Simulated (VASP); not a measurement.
# C (Fd-3m) in VASP: notebook

One crystal, C, is run at these levels: LDA; tasks: single point.

Program: VASP 6.6.1. These are calculated values, not measurements. Logs are shortened: lines on timing, memory, paths and dates and some standing lists are left out, and cuts for length are marked.

### 1 The undisturbed crystal

Symmetry: Fd-3m, No. 227, cubic system. Conventional cell: a = 3.567 Å, b = 3.567 Å, c = 3.567 Å, α = 90.00°, β = 90.00°, γ = 90.00°. C (site symmetry -43m) has 4 C at 1.54 Å as nearest neighbours.

This isn't the form of C at room conditions, which is graphite.

### 2 Single point, LDA (grid = ENCUT=400 dk=0.9 cell=3x3x2 ISMEAR=0 SIGMA=0.05 LREAL=Auto EDIFF=1e-06)

Input file INCAR:

```
SYSTEM = C
  ALGO = Fast
  EDIFF = 1E-6
  ENCUT = 400
  ISIF = 2
  ISMEAR = 0
  KPAR = 2
  LASPH = .TRUE.
  LCHARG = .FALSE.
  LREAL = Auto
  LWAVE = .FALSE.
  NBANDS = 84
  NCORE = 1
  NELM = 120
  PREC = Accurate
  SIGMA = 0.05
```

Input file KPOINTS:

```
k-points
0
G
  2 2 2
  0 0 0
```

Input file POSCAR:

```
C
1.0
    0.0000000000      5.3501100000      5.3501100000
    5.3501100000      0.0000000000      5.3501100000
    3.5667400000      3.5667400000      0.0000000000
C
36
Direct
    0.2500000000      0.2500000000      0.3750000000
    0.2500000000      0.2500000000      0.8750000000
    0.2500000000      0.5833333333      0.3750000000
    0.2500000000      0.5833333333      0.8750000000
    0.2500000000      0.9166666667      0.3750000000
    0.2500000000      0.9166666667      0.8750000000
    0.5833333333      0.2500000000      0.3750000000
    0.5833333333      0.2500000000      0.8750000000
    0.5833333333      0.5833333333      0.3750000000
    0.5833333333      0.5833333333      0.8750000000
    0.5833333333      0.9166666667      0.3750000000
    0.5833333333      0.9166666667      0.8750000000
    0.9166666667      0.2500000000      0.3750000000
    0.9166666667      0.2500000000      0.8750000000
    0.9166666667      0.5833333333      0.3750000000
    0.9166666667      0.5833333333      0.8750000000
    0.9166666667      0.9166666667      0.3750000000
    0.9166666667      0.9166666667      0.8750000000
    0.1666666667      0.1666666667      0.2500000000
    0.1666666667      0.1666666667      0.7500000000
    0.1666666667      0.5000000000      0.2500000000
    0.1666666667      0.5000000000      0.7500000000
    0.1666666667      0.8333333333      0.2500000000
    0.1666666667      0.8333333333      0.7500000000
    0.5000000000      0.1666666667      0.2500000000
    0.5000000000      0.1666666667      0.7500000000
    0.5000000000      0.5000000000      0.2500000000
    0.5000000000      0.5000000000      0.7500000000
    0.5000000000      0.8333333333      0.2500000000
    0.5000000000      0.8333333333      0.7500000000
    0.8333333333      0.1666666667      0.2500000000
    0.8333333333      0.1666666667      0.7500000000
    0.8333333333      0.5000000000      0.2500000000
    0.8333333333      0.5000000000      0.7500000000
    0.8333333333      0.8333333333      0.2500000000
    0.8333333333      0.8333333333      0.7500000000
```

Potentials or basis: VASP PAW LDA potentials, release 64 (C).

Started as:

```console
$ cat potpaw_LDA.64/C/POTCAR > POTCAR
$ mpirun -np 4 vasp_std > vasp.out
```

OUTCAR:

```text
SYSTEM = C
   EDIFF = 1E-6
   ENCUT = 400
   ISIF = 2
   ISMEAR = 0
   LASPH = .TRUE.
   LREAL = Auto
   NELM = 120
   PREC = Accurate

 Found      6 irreducible k-points:

 Following reciprocal coordinates:
            Coordinates               Weight
  0.000000  0.000000  0.000000      1.000000
  0.500000  0.000000  0.000000      2.000000
  0.500000  0.500000  0.000000      1.000000
  0.000000  0.000000  0.500000      1.000000
  0.500000  0.000000  0.500000      2.000000
  0.500000  0.500000  0.500000      1.000000
   k-points           NKPTS =      6   k-points in BZ     NKDIM =      6   number of bands    NBANDS=     84
   number of dos      NEDOS =    301   number of ions     NIONS =     36
   total plane-waves  NPLWV =  90000
   dimension x,y,z NGX =    50 NGY =   50 NGZ =   36
   dimension x,y,z NGXF=   100 NGYF=  100 NGZF=   72
   ions per type =              36
   NGX,Y,Z   is equivalent  to a cutoff of  10.99, 10.99, 11.86 a.u.
   NGXF,Y,Z  is equivalent  to a cutoff of  21.97, 21.97, 23.73 a.u.
 SYSTEM =  C
   PREC   = accura    normal or accurate (medium, high low for compatibility)
   ISTART =      0    job   : 0-new  1-cont  2-samecut
   ICHARG =      2    charge: 1-file 2-atom 10-const
   ISPIN  =      1    spin polarized calculation?
   LNONCOLLINEAR =      F non collinear calculations
   LSORBIT =      F    spin-orbit coupling
   LASPH  =      T    aspherical Exc in radial PAW
   ENCUT  =  400.0 eV  29.40 Ry    5.42 a.u.  12.34 12.34  8.23*2*pi/ulx,y,z
   NELM   =    120;   NELMIN=  2; NELMDL= -5     # of ELM steps
   EDIFF  = 0.1E-05   stopping-criterion for ELM
   LREAL  =      T    real-space projection
   EDIFFG = 0.1E-04   stopping-criterion for IOM
   NSW    =      0    number of steps for IOM
   IBRION =     -1    ionic relax: 0-MD 1-quasi-New 2-CG
   NFREE  =      0    steps in history (QN), initial steepest desc. (CG)
   ISIF   =      2    stress and relaxation
   ISYM   =      2    0-nonsym 1-usesym 2-fastsym
   POTIM  = 0.5000    time-step for ionic-motion
   TEBEG  =    0.0;   TEEND  =   0.0 temperature during run
   PSTRESS=    0.0 pullay stress
   NELECT =     144.0000    total number of electrons
   NUPDOWN=      -1.0000    fix difference up-down
   EMIN   =  10.00;   EMAX   =-10.00  energy-range for DOS
   EFERMI =   0.00;   METHOD = LEGACY
   ISMEAR =     0;   SIGMA  =   0.05  broadening in eV -4-tet -1-fermi 0-gaus
   EFERMI_NEDOS =   21; number of points for ismear=-14 and -15
   IALGO  =     68    algorithm
   IMIX   =      4    mixing-type and parameters
     AMIX     =   0.40;   BMIX     =  1.00
     AMIX_MAG =   1.60;   BMIX_MAG =  1.00
  volume/ion in A,a.u.               =       5.67        38.28
  Fermi-wavevector in a.u.,A,eV,Ry     =   1.457203  2.753714 28.891161  2.123440
  Thomas-Fermi vector in A             =   2.574032
   LORBIT       =      0    0 simple, 1 ext, 2 COOP (PROOUT), +10 PAW based schemes
   GGA     = CA    functional components
   LHFCALC =     F    Hartree Fock is set to
   AEXX    =    0.0000 exact exchange contribution
   IVDW    =     0    specifies the selected vdW correction
   LEPSILON=     F    determine dielectric tensor
   LRPA    =     F    only Hartree local field effects (RPA)
 non-spin polarized calculation
 RMM-DIIS sequential band-by-band and
 Gauss-broadening in eV      SIGMA  =   0.05
  energy-cutoff  :      400.00
  volume of cell :      204.19
 maximum number of plane-waves:      3722
 NGX is ok and might be reduce to    50
   NGX = 25   NGY = 25   NGZ = 17

 number of electron     144.0000012 magnetization

 Free energy of the ion-electron system (eV)
  ---------------------------------------------------
  ext. energy  EPLUGINS =         0.00000000
  ---------------------------------------------------
  free energy    TOTEN  =      -363.95557783 eV

  energy without entropy =     -363.95557783  energy(sigma->0) =     -363.95557783

 E-fermi :  10.0452     XC(G=0): -13.4983

 val. band max:        9.7517012234   @ k =   0.0000   0.0000   0.0000
 cond. band min:      13.8519111194   @ k =   0.0000   0.0000   0.0000
 fundamental gap:      4.1002098960
 Fermi energy:        10.0452242667

 k-point     1 :       0.0000    0.0000    0.0000
  band No.  band energies     occupation
      1     -11.5948      2.00000
      2      -8.5767      2.00000
      3      -8.5767      2.00000
      4      -8.5767      2.00000
      5      -8.5767      2.00000
      6      -7.5758      2.00000
[... 76 lines left out ...]
     83      16.0107      0.00000
     84      17.8415      0.00000

 k-point     2 :       0.5000    0.0000    0.0000
  band No.  band energies     occupation
      1     -10.8284      2.00000
      2     -10.8284      2.00000
      3      -8.8164      2.00000
      4      -8.8164      2.00000
      5      -6.8989      2.00000
      6      -6.8989      2.00000
[... 76 lines left out ...]
     83      16.7784      0.00000
     84      17.0446      0.00000

 k-point     3 :       0.5000    0.5000    0.0000
  band No.  band energies     occupation
      1     -10.5737      2.00000
      2     -10.5737      2.00000
      3      -9.5658      2.00000
      4      -9.5658      2.00000
      5      -6.8982      2.00000
      6      -6.8982      2.00000
[... 76 lines left out ...]
     83      16.7736      0.00000
     84      16.7766      0.00000

 k-point     4 :       0.0000    0.0000    0.5000
  band No.  band energies     occupation
      1      -9.8799      2.00000
      2      -9.8799      2.00000
      3      -8.8821      2.00000
      4      -8.8821      2.00000
      5      -8.3785      2.00000
      6      -8.3785      2.00000
[... 76 lines left out ...]
     83      16.9496      0.00000
     84      16.9741      0.00000

 k-point     5 :       0.5000    0.0000    0.5000
  band No.  band energies     occupation
      1      -9.8779      2.00000
      2      -9.8779      2.00000
      3      -9.3775      2.00000
      4      -9.3775      2.00000
      5      -8.3889      2.00000
      6      -8.3889      2.00000
[... 76 lines left out ...]
     83      18.2545      0.00000
     84      18.2896      0.00000

 k-point     6 :       0.5000    0.5000    0.5000
  band No.  band energies     occupation
      1     -10.3841      2.00000
      2     -10.3841      2.00000
      3      -7.8933      2.00000
      4      -7.8933      2.00000
      5      -7.8933      2.00000
      6      -7.8933      2.00000
[... 76 lines left out ...]
     83      17.7139      0.00000
     84      17.7807      0.00000

------------------------ aborting loop because EDIFF is reached ----------------------------------------

  FORCE on cell =-STRESS in cart. coord.  units (eV):
  Direction    XX          YY          ZZ          XY          YZ          ZX
  --------------------------------------------------------------------------------------
  -------------------------------------------------------------------------------------
  Total      -19.0981579    -19.0981579    -20.5481452      1.3507596      0.0818130      0.0818130
  in kB     -149.8563641   -149.8563641   -161.2338920     10.5989242      0.6419568      0.6419568
  external PRESSURE =    -153.6488734 kB  Pullay stress =       0.0000000 kB

 VOLUME and BASIS-vectors are now :
 -----------------------------------------------------------------------------
  energy-cutoff  :      400.00
  volume of cell :      204.19
      direct lattice vectors                 reciprocal lattice vectors
     0.000000000  5.350110000  5.350110000    -0.093456022  0.093456022  0.093456022
     5.350110000  0.000000000  5.350110000     0.093456022 -0.093456022  0.093456022
     3.566740000  3.566740000  0.000000000     0.140184034  0.140184034 -0.140184034

 POSITION                                       TOTAL-FORCE (eV/Angst)
 -----------------------------------------------------------------------------------
      2.67505      2.67505      2.67505        -0.003263     -0.003263     -0.015677
      4.45843      4.45843      2.67505        -0.003263     -0.003263     -0.015677
      4.45842      2.67505      4.45842        -0.003263     -0.003263     -0.015677
      6.24179      4.45843      4.45842        -0.003263     -0.003263     -0.015677
      6.24180      2.67505      6.24180        -0.003263     -0.003263     -0.015677
      8.02517      4.45843      6.24180        -0.003263     -0.003263     -0.015677
[... 28 lines left out ...]
      5.35011      5.35011      8.91685         0.003263      0.003263      0.015677
      7.13348      7.13348      8.91685         0.003263      0.003263      0.015677
 -----------------------------------------------------------------------------------
    total drift:                                0.000002      0.000002      0.000003

  FREE ENERGIE OF THE ION-ELECTRON SYSTEM (eV)
  ---------------------------------------------------
  free  energy   TOTEN  =      -363.9555778298 eV

  energy  without entropy=     -363.9555778298  energy(sigma->0) =     -363.95557783
```

It took 1.8 min on 4 MPI ranks of Intel Xeon Platinum 8375C at 2.90GHz (Ice Lake), shared host; peak memory 0.2 GiB.

These settings aren't checked as converged: the numbers below hold their error.

Results:

```
Free energy            : -363.9556 eV
Band gap on the k mesh : 4.10 eV
```

Caveat: the k mesh is coarse (spacing up to 0.76 Å⁻¹), so the values aren't converged; the cutoff is under 1.25 times the usual one of these potentials, so pressure, stress and relaxed cells hold a basis-set (Pulay) error; the result breaks the symmetry of the cell; the real-space grid breaks the cell's symmetry a little.

### 3 Single point, LDA (grid = ENCUT=280 dk=0.45 cell=3x3x2 ISMEAR=0 SIGMA=0.05 LREAL=Auto EDIFF=1e-06)

INCAR: that of step 2 with these lines changed.

```diff
@@ -3,3 +3,3 @@
   EDIFF = 1E-6
-  ENCUT = 400
+  ENCUT = 280
   ISIF = 2
```

Input file KPOINTS:

```
k-points
0
G
  3 3 4
  0 0 0
```

POSCAR is that of step 2.

Potentials or basis: VASP PAW LDA potentials, release 64 (C).

Started as:

```console
$ cat potpaw_LDA.64/C/POTCAR > POTCAR
$ mpirun -np 4 vasp_std > vasp.out
```

It took 2 min on 4 MPI ranks of Intel Xeon Platinum 8375C at 2.90GHz (Ice Lake), shared host; peak memory 0.17 GiB.

The run converged, but a check on its numbers failed (symmetry, net force, bounds or a known fault of this set-up), so they aren't taken as properties of the crystal.

Caveat: the cutoff lies under the usual one of these potentials, so the numbers hold a large basis-set error; a pressure of tens of GPa on the cell as given is suspect, and the run, the potentials or the cell itself is likely at fault; an odd mesh through Γ misses points on the zone boundary, where band edges often lie; the real-space grid breaks the cell's symmetry a little.

### 4 Single point, LDA (grid = ENCUT=400 dk=0.45 cell=3x3x2 ISMEAR=0 SIGMA=0.05 LREAL=Auto EDIFF=1e-06)

INCAR: that of step 3 with these lines changed.

```diff
@@ -3,3 +3,3 @@
   EDIFF = 1E-6
-  ENCUT = 280
+  ENCUT = 400
   ISIF = 2
```

KPOINTS is that of step 3.

POSCAR is that of step 3.

Potentials or basis: VASP PAW LDA potentials, release 64 (C).

Started as:

```console
$ cat potpaw_LDA.64/C/POTCAR > POTCAR
$ mpirun -np 4 vasp_std > vasp.out
```

OUTCAR:

```text
SYSTEM = C
   EDIFF = 1E-6
   ENCUT = 400
   ISIF = 2
   ISMEAR = 0
   LASPH = .TRUE.
   LREAL = Auto
   NELM = 120
   PREC = Accurate

 Found     14 irreducible k-points:

 Following reciprocal coordinates:
            Coordinates               Weight
  0.000000  0.000000  0.000000      1.000000
  0.333333  0.000000  0.000000      4.000000
  0.333333  0.333333  0.000000      2.000000
 -0.333333  0.333333  0.000000      2.000000
  0.000000  0.000000  0.250000      2.000000
  0.333333  0.000000  0.250000      4.000000
   k-points           NKPTS =     14   k-points in BZ     NKDIM =     14   number of bands    NBANDS=     84
[... 605 lines left out ...]
  Total      -19.7231505    -19.7231505    -19.7437315      0.0313189     -0.0028691     -0.0028691
  in kB     -154.7604561   -154.7604561   -154.9219476      0.2457481     -0.0225129     -0.0225129
  external PRESSURE =    -154.8142866 kB  Pullay stress =       0.0000000 kB

 VOLUME and BASIS-vectors are now :
 -----------------------------------------------------------------------------
  energy-cutoff  :      400.00
  volume of cell :      204.19
      direct lattice vectors                 reciprocal lattice vectors
     0.000000000  5.350110000  5.350110000    -0.093456022  0.093456022  0.093456022
     5.350110000  0.000000000  5.350110000     0.093456022 -0.093456022  0.093456022
     3.566740000  3.566740000  0.000000000     0.140184034  0.140184034 -0.140184034

 POSITION                                       TOTAL-FORCE (eV/Angst)
 -----------------------------------------------------------------------------------
      2.67505      2.67505      2.67505        -0.000186     -0.000186      0.000015
      4.45843      4.45843      2.67505        -0.000186     -0.000186      0.000015
      4.45842      2.67505      4.45842        -0.000186     -0.000186      0.000015
      6.24179      4.45843      4.45842        -0.000186     -0.000186      0.000015
      6.24180      2.67505      6.24180        -0.000186     -0.000186      0.000015
      8.02517      4.45843      6.24180        -0.000186     -0.000186      0.000015
[... 28 lines left out ...]
      5.35011      5.35011      8.91685         0.000186      0.000186     -0.000015
      7.13348      7.13348      8.91685         0.000186      0.000186     -0.000015
 -----------------------------------------------------------------------------------
    total drift:                                0.000002      0.000002      0.000003

  FREE ENERGIE OF THE ION-ELECTRON SYSTEM (eV)
  ---------------------------------------------------
  free  energy   TOTEN  =      -364.4488520841 eV

  energy  without entropy=     -364.4488520841  energy(sigma->0) =     -364.44885208
```

OSZICAR:

```text
N       E                     dE             d eps       ncg     rms          rms(c)
DAV:   1     0.399029106270E+03    0.39903E+03   -0.66541E+04  2352   0.136E+03
DAV:   2    -0.346081113530E+03   -0.74511E+03   -0.72084E+03  2936   0.283E+02
DAV:   3    -0.377919170000E+03   -0.31838E+02   -0.31637E+02  2696   0.624E+01
DAV:   4    -0.378694233052E+03   -0.77506E+00   -0.77289E+00  2792   0.975E+00
DAV:   5    -0.378712228737E+03   -0.17996E-01   -0.17976E-01  2688   0.150E+00    0.244E+01
RMM:   6    -0.368113266000E+03    0.10599E+02   -0.74474E+00  2408   0.895E+00    0.143E+01
RMM:   7    -0.364399053226E+03    0.37142E+01   -0.12558E+01  2532   0.119E+01    0.289E+00
RMM:   8    -0.364446510367E+03   -0.47457E-01   -0.81527E-01  2567   0.362E+00    0.841E-01
RMM:   9    -0.364445853920E+03    0.65645E-03   -0.23917E-01  2671   0.162E+00    0.277E-01
RMM:  10    -0.364447963017E+03   -0.21091E-02   -0.39278E-02  2663   0.706E-01    0.140E-01
RMM:  11    -0.364448630496E+03   -0.66748E-03   -0.14262E-02  2780   0.350E-01    0.284E-02
RMM:  12    -0.364448785650E+03   -0.15515E-03   -0.17872E-03  2743   0.147E-01    0.125E-02
RMM:  13    -0.364448840224E+03   -0.54575E-04   -0.52476E-04  2688   0.667E-02    0.101E-02
RMM:  14    -0.364448849619E+03   -0.93944E-05   -0.99606E-05  2689   0.303E-02    0.418E-03
RMM:  15    -0.364448851699E+03   -0.20800E-05   -0.23329E-05  2325   0.134E-02    0.238E-03
RMM:  16    -0.364448852084E+03   -0.38532E-06   -0.48202E-06  1923   0.635E-03
   1 F= -.36444885E+03 E0= -.36444885E+03  d E =-.643909E-17
```

stdout:

```text
POSCAR found type information on POSCAR C
 POSCAR found :  1 types and      36 ions
 scaLAPACK will be used
 LDA part: xc-table for (Slater(with rela. corr.)+CA(PZ))
 , standard interpolation
 POSCAR, INCAR and KPOINTS ok, starting setup
 FFT: planning ... GRIDC
 FFT: planning ... GRID_SOFT
 FFT: planning ... GRID
 WAVECAR not read
 entering main loop
```

Run time: 3.3 min. Hardware: 4 MPI ranks of Intel Xeon Platinum 8375C at 2.90GHz (Ice Lake), shared host; peak memory 0.22 GiB.

The run converged, but some of its settings lie outside the range that counts as converged, so its numbers aren't taken as properties of the crystal.

Results:

| Item | Value |
| --- | --- |
| Free energy | -364.4489 eV |
| Band gap on the k mesh | 4.11 eV |

Caveat: the cutoff is under 1.25 times the usual one of these potentials, so pressure, stress and relaxed cells hold a basis-set (Pulay) error; an odd mesh through Γ misses points on the zone boundary, where band edges often lie.

(Continued in part 2 of 2.)
